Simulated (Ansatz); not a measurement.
Density of states of WSe2

```cif
data_structure
_symmetry_space_group_name_H-M 'P-3m1'
_symmetry_Int_Tables_number 164
_cell_length_a 3.2999
_cell_length_b 3.2999
_cell_length_c 7.4880
_cell_angle_alpha 90.000
_cell_angle_beta 90.000
_cell_angle_gamma 120.000
_cell_volume 70.62
loop_
_atom_site_label
_atom_site_type_symbol
_atom_site_symmetry_multiplicity
_atom_site_Wyckoff_symbol
_atom_site_fract_x
_atom_site_fract_y
_atom_site_fract_z
_atom_site_occupancy
W1 W 1 a 0.00000 0.00000 0.00000 1
Se1 Se 2 d 0.33333 0.66667 0.22942 1
```

The runs use the primitive cell with vectors (3.300, 0.000, 0.000), (-1.650, 2.858, 0.000), (0.000, 0.000, 7.488) Å, to which the k mesh refers.

The structure is trigonal, space group P-3m1 (No. 164). Conventional cell: a = 3.300 Å, b = 3.300 Å, c = 7.488 Å, α = 90.00°, β = 90.00°, γ = 120.00°. W (site symmetry -3m) has 6 Se at 2.57 Å as nearest neighbours. Se (site symmetry 3m) is surrounded by 3 W at 2.57 Å.

The cell was built from the CdI2 type and relaxed in the same program, and has space group P-3m1; it needn't be a known or the stable phase.

Spin–orbit coupling is left out, though it moves levels of the heavy atoms by tenths of an eV or more.

Theory: Ansatz 0.2.0, DFT, PBE, all-electron LAPW, scalar-relativistic.

Settings: a Γ-centred 10×10×6 k mesh, Fermi–Dirac smearing of 0.08 eV, basis error target 1 meV/atom, no spin polarisation.

States per eV and cell, averaged over 0.6 eV, from -7.6 to 6.6 eV, with energies (bin centres) from the Fermi level; empty bins are left out. The partial columns, the largest 4 alone, are projections on Löwdin-orthogonalised atomic shells (those that the program's projection atoms carry: the occupied ones and, for some elements, an empty d or f shell; other empty shells have no column), summed over atoms of an element. Weights on diffuse s and p shells depend on that basis and aren't pure angular character.

| E (eV) | total | Se 4p | W 5d | W 6s | Se 4s |
| --- | --- | --- | --- | --- | --- |
| -7.4 | 0.07 | 0.04 | 0.02 | 0.01 | 0.00 |
| -6.8 | 1.06 | 0.62 | 0.25 | 0.13 | 0.04 |
| -6.2 | 1.61 | 0.93 | 0.36 | 0.19 | 0.10 |
| -5.6 | 2.79 | 1.98 | 0.60 | 0.08 | 0.07 |
| -5.0 | 1.77 | 1.09 | 0.56 | 0.04 | 0.05 |
| -4.4 | 2.69 | 1.65 | 0.84 | 0.05 | 0.11 |
| -3.8 | 2.94 | 1.76 | 1.03 | 0.02 | 0.09 |
| -3.2 | 3.53 | 2.31 | 1.05 | 0.02 | 0.08 |
| -2.6 | 2.00 | 1.26 | 0.64 | 0.01 | 0.05 |
| -2.0 | 1.01 | 0.53 | 0.43 | 0.01 | 0.02 |
| -1.4 | 1.71 | 0.89 | 0.78 | 0.00 | 0.01 |
| -0.8 | 1.54 | 0.57 | 0.93 | 0.01 | 0.01 |
| -0.2 | 0.62 | 0.25 | 0.35 | 0.00 | 0.00 |
| 0.4 | 2.53 | 1.10 | 1.32 | 0.03 | 0.02 |
| 1.0 | 1.91 | 0.49 | 1.36 | 0.02 | 0.01 |
| 1.6 | 2.21 | 0.31 | 1.79 | 0.06 | 0.00 |
| 2.2 | 1.41 | 0.48 | 0.74 | 0.03 | 0.05 |
| 2.8 | 2.00 | 0.80 | 0.93 | 0.05 | 0.06 |
| 3.4 | 2.35 | 0.99 | 0.96 | 0.14 | 0.06 |
| 4.0 | 0.96 | 0.32 | 0.38 | 0.09 | 0.04 |
| 4.6 | 0.68 | 0.11 | 0.06 | 0.19 | 0.04 |
| 5.2 | 2.16 | 0.42 | 0.20 | 0.65 | 0.09 |
| 5.8 | 1.51 | 0.25 | 0.09 | 0.40 | 0.06 |
| 6.4 | 1.32 | 0.06 | 0.05 | 0.08 | 0.02 |
